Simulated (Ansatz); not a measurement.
# Ge (I4_1/amd) in Ansatz: reference runs

How does Ge come out in PBE? The cell is run as given and disturbed.

Program: Ansatz 0.2.0. These are calculated values, not measurements. Logs are shortened: lines on timing, memory, paths and dates and some standing lists are left out, and cuts for length are marked.

**1. The structure**

The structure is tetragonal, space group I4_1/amd (No. 141). Conventional cell: a = 5.149 Å, b = 5.149 Å, c = 2.795 Å, α = 90.00°, β = 90.00°, γ = 90.00°. Ge (site symmetry -4m2) has 6 Ge at 2.67 to 2.79 Å as nearest neighbours.

This isn't the form of Ge at room conditions, which is diamond.

**2. Single point, PBE**

The input, input.yaml:

```yaml
crystal:
  lattice:
    - [-2.574489719, 2.574489719, 1.3974126432]
    - [2.574489719, -2.574489719, 1.3974126432]
    - [2.574489719, 2.574489719, -1.3974126432]
  atoms:
    - { symbol: Ge, position: [0.5, 0.5, 0.0] }
    - { symbol: Ge, position: [0.25, 0.75, 0.5] }
hamiltonian:
  xc: pbe
  pseudopotentials: { kind: paw }
kpoints:
  mp_grid: { grid: [11, 11, 11] }
scf:
  occupations: { method: fermi_dirac, width: 0.05 }
output:
  forces: true
  stress: true
  eigenvalues: true
  write_density: true
  write_potential: true
  elf: true
  volumetric_format: npy
```

Potentials or basis: Ansatz PAW.

Run with:

```console
$ ansatz run input.yaml --threads 2 --pin off --max-ram 5120MiB --backend cpu --events-out ev --progress --plain --runs-dir out
```

The log of the run:

```text
Warning: RAYON_NUM_THREADS=2 ignored (pool sized by the plan → 2); use --threads N
Engine: ansatz 0.2.0, aarch64-unknown-linux-gnu
Pseudopotentials: kind: paw
Pseudopotential: Ge, paw, valence charge 14, recommended cutoff 420 eV (normal), Ge.paw.azcp
Functional definition: PBE
  parameter kappa = 0.804
  parameter beta = 0.06672455060314922
  exchange = pbe_x(kappa = kappa, mu = beta*pi^2/3)
  correlation = pbe_c(beta = beta)
Crystal: 2 atoms, lattice volume = 37.048 Å³
Basis set: ecut = 420 eV, 733 PW (Γ), exchange–correlation on 54×54×54 points (8 copies of the dense FFT grid, shifted against one another)
Bands: 18, of which v1, the nominal top of the filled ones, is band 14 counted from 1 (13 counted from 0)
Symmetry: 16 space group operations
Space group: I41/amd (ITA 141), of the structure as read, at distance tolerance 3.3e-5 Å
k-points: 126 of 1331
Non-local potential: Ge, projectors of the file, l = 0: 2, l = 1: 2, l = 2: 3, l = 3: 1
PAW form: soft (Blöchl's): semilocal exchange-correlation on the pseudo side does not see the compensation charge
PAW one-centre angular grid: Ge, 590 points (default); XC on 64 Gauss nodes
Initial density: superposition of atomic densities (neutral atoms: chi_scale 0, normalization atom), corrected by the library's trained network
Initial wavefunctions: pseudopotential atomic-orbital guess
Functional: x = pbe(κ = 0.804, μ = 0.2195149727645171), c = pbe(β = 0.06672455060314922)
SCF iter   1: F=—  HF=-8589.498867 eV  |F-HF|=—  |Δ(HF+E_count)|=         —  Δρ=1.33e-3  dr2=3.82e-4  ethr=1.77e-3  ⟨swp⟩=5.4  Hψ=9432  notcnv=0
preconditioner: auto → Kerker (q_TF=auto, 2.604 Å⁻¹)  [metal: Δε(μ)=0.015 eV  Ē_g=23.534 eV  σ=0.050 eV  W_gap=0.08  n_scr=16 (ndim 8)  ℏωp=32.3 eV  f_vac=0.000  D(μ)=1.02/eV (n_scr^D=4)]
SCF iter   2: F=—  HF=-8589.498486 eV  |F-HF|=—  |Δ(HF+E_count)|=   3.81e-4  Δρ=8.30e-4  dr2=1.53e-4  ethr=1.37e-6  ⟨swp⟩=2.7  Hψ=4867  notcnv=0
SCF iter   3: F=—  HF=-8589.498595 eV  |F-HF|=—  |Δ(HF+E_count)|=   1.10e-4  Δρ=2.66e-4  dr2=1.28e-5  ethr=5.45e-7  ⟨swp⟩=2.0  Hψ=4035  notcnv=0
SCF iter   4: F=—  HF=-8589.498574 eV  |F-HF|=—  |Δ(HF+E_count)|=   2.18e-5  Δρ=1.06e-4  dr2=2.25e-6  ethr=4.56e-8  ⟨swp⟩=2.0  Hψ=3836  notcnv=0
SCF iter   5: F=—  HF=-8589.498573 eV  |F-HF|=—  |Δ(HF+E_count)|=   6.24e-7  Δρ=3.52e-5  dr2=3.29e-7  ethr=8.03e-9  ⟨swp⟩=2.0  Hψ=3524  notcnv=0
SCF iter   6: F=-8589.498573 eV  HF=-8589.498573 eV  |F-HF|=3.84e-9  |Δ(HF+E_count)|=   2.02e-7  Δρ=4.63e-6  dr2=6.25e-9  ethr=3.57e-10  ⟨swp⟩=8.0  Hψ=13168  notcnv=0
SCF 1 converged in 6 iterations: F = -8589.498573 eV  dr2 = 6.25e-9
SCF converged after 6 iterations
Free energy (F): -8589.498573 eV
Harris-Foulkes:  -8589.498573 eV  (|F-HF|=3.84e-9)
Internal energy: -8589.490568 eV  (E = F + TS)
E sigma→0 (E₀):  -8589.494571 eV
Entropy (-TS):   -0.008005 eV (-4.003 meV/atom)
Fermi energy:    11.217030 eV
--- Per-component energies (eV) ---
  E_band       = -221.762808
  E_kinetic    = 222.071691
  E_local      = -4288.253471  (includes V_loc(G=0)·N_el)
  E_nonlocal   = 833.031174
  E_hartree    = 1879.503766
  E_xc         = -151.588678
  E_vxc        = -129.720019  (∫ρ·V_xc dr)
  E_paw        = -4035.452901  (= ΣΔE_a)
  E_vpaw       = -617.903208  (= ΣTr[D̂ρ^β])
  E_aug_tail   = 0.000602  (compensation charges beyond the density's cutoff)
  E_ewald      = -3048.802751
  E_smearing   = -0.008005  (= −TS)
  E_closure    = 0.000000  (closes the sum)
  Σ components = -8589.498573   (vs F -8589.498573, Δ=0.00e0)
--- Forces (eV/Å), atoms counted from 1 ---
  atom   1  Ge     0.00000000     0.00000000     0.00000000
  atom   2  Ge     0.00000000     0.00000000     0.00000000
  max |Σ_I F_I| component: 1.39e-17 eV/Å
--- Stress (GPa, compression-positive) ---
        3.255744      -0.000000       0.000000
       -0.000000       3.255744       0.000000
       -0.000000      -0.000000       3.058317
  P = ⅓ Tr σ = 3.1899 GPa (31.899 kbar)
--- Band table (eV; the first three rows and the last of 126) ---
  k-point 0: bands = ["-13.5535", "-13.5104", "-13.4789", "-13.4781", "-13.3729", "-13.3729", "-13.3665", "-13.3665", "-13.3042", "-13.2369", "-2.1148", "7.1285", "8.8512", "8.8512", "14.4708", "18.7939", "18.7939", "19.3416"]
  k-point 1: bands = ["-13.5491", "-13.5112", "-13.4808", "-13.4749", "-13.3748", "-13.3706", "-13.3654", "-13.3649", "-13.3068", "-13.2415", "-2.0235", "6.3139", "8.9514", "9.4540", "14.9429", "17.7950", "18.2976", "19.4681"]
  k-point 2: bands = ["-13.5362", "-13.5132", "-13.4876", "-13.4634", "-13.3809", "-13.3649", "-13.3625", "-13.3601", "-13.3146", "-13.2546", "-1.7497", "4.9514", "9.2509", "10.2759", "16.2621", "16.3418", "17.1947", "19.2483"]
  k-point 125: bands = ["-13.5162", "-13.5158", "-13.3997", "-13.3883", "-13.3784", "-13.3746", "-13.3699", "-13.3628", "-13.3626", "-13.3604", "2.0261", "2.3593", "5.3273", "5.6635", "17.3847", "17.3939", "21.7075", "22.0914"]
```

Wall time 3.1 s (2 threads of Arm Neoverse V1, shared host); peak memory 0.35 GiB.

What came out:

- Free energy: -8589.4986 eV
- Pressure: 3.2 GPa
- Band gap on the k mesh: none (metal or under the smearing width)

Stress tensor (GPa, compression positive):
```
3.26 0.00 0.00
0.00 3.26 0.00
0.00 0.00 3.06
```

**3. Single point, PBE (atoms moved at random, drawn with an rms of 0.05 Å)**

input.yaml, as its differences from that of step 2:

```diff
@@ -6,4 +6,4 @@
   atoms:
-    - { symbol: Ge, position: [0.5, 0.5, 0.0] }
-    - { symbol: Ge, position: [0.25, 0.75, 0.5] }
+    - { symbol: Ge, position: [0.478934, 0.474351, -0.006719] }
+    - { symbol: Ge, position: [0.245043, 0.742521, 0.506913] }
 hamiltonian:
```

Potentials or basis: Ansatz PAW.

Run with:

```console
$ ansatz run input.yaml --threads 2 --pin off --max-ram 5120MiB --backend cpu --events-out ev --progress --plain --runs-dir out
```

It took 15 s on 2 threads of Arm Neoverse V1, shared host; peak memory 0.61 GiB.

It converged, with:

```yaml
Free_energy: -8589.4934 eV
Pressure: 3.3 GPa
Largest_force: 0.196 eV/Å
Band_gap_on_the_k_mesh: none (metal or under the smearing width)
```

Forces in eV/Å, atoms in the order of the input:
```
Ge   0.164  0.105  0.021
Ge  -0.164 -0.105 -0.021
```

Stress tensor (GPa, compression positive):
```
 3.80 -0.03  0.33
-0.03  2.97 -0.21
 0.33 -0.21  3.00
```

Levels at points of the mesh, in eV from the Fermi level:
```tsv
k point	band 12	band 13	band 14	band 15	band 16	band 17
(0.00, 0.00, 0.00)	-4.08	-2.38	-2.34	3.24	7.56	7.63
```
